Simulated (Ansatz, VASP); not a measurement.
One calculation of HfO2, two programs

```
CELL_PARAMETERS angstrom
0.00000 2.54881 2.54881
2.54881 0.00000 2.54881
2.54881 2.54881 0.00000
ATOMIC_POSITIONS crystal
Hf 0.00000 0.00000 0.00000
O 0.22057 0.22057 0.23781
O 0.75000 0.75000 0.75000
```

Alike in both runs: task single point; functional PBE; k mesh 8 × 8 × 8; occupations gaussian, width 0.05 eV; no spin polarisation.

|  | VASP | Ansatz |
| --- | --- | --- |
| version | VASP 6.6.1 | Ansatz 0.2.0 |
| potentials or method | VASP PAW PBE potentials, release 64 (Hf_pv, O) | scalar-relativistic, plane waves, PAW |
| plane-wave cutoff (eV) | 520 | 420 |
| valence electrons in the cell | 22 | 38 |

```csv
,VASP,Ansatz,Ansatz less VASP
gap on the k mesh at the Fermi level (eV),3.80,3.79,-0.008
least direct gap on the mesh (eV),3.80,3.79,-0.008
pressure (GPa),0.8,4.3,+3.52
largest component of the traceless stress (GPa),5.65,6.06,+0.408
rms of the force components (eV/Å),1.235,1.252,+0.0164
```

Atom by atom the forces differ by 0.018 eV/Å (rms over components). The two sets of potentials don't hold the same shells in valence.

Caveats: spin-orbit coupling is left out, which moves the levels of the heavy elements; forces of over 1 eV/Å show positions far from the minimum, so gaps and moduli don't describe the material at rest. A k mesh can miss the band edges.
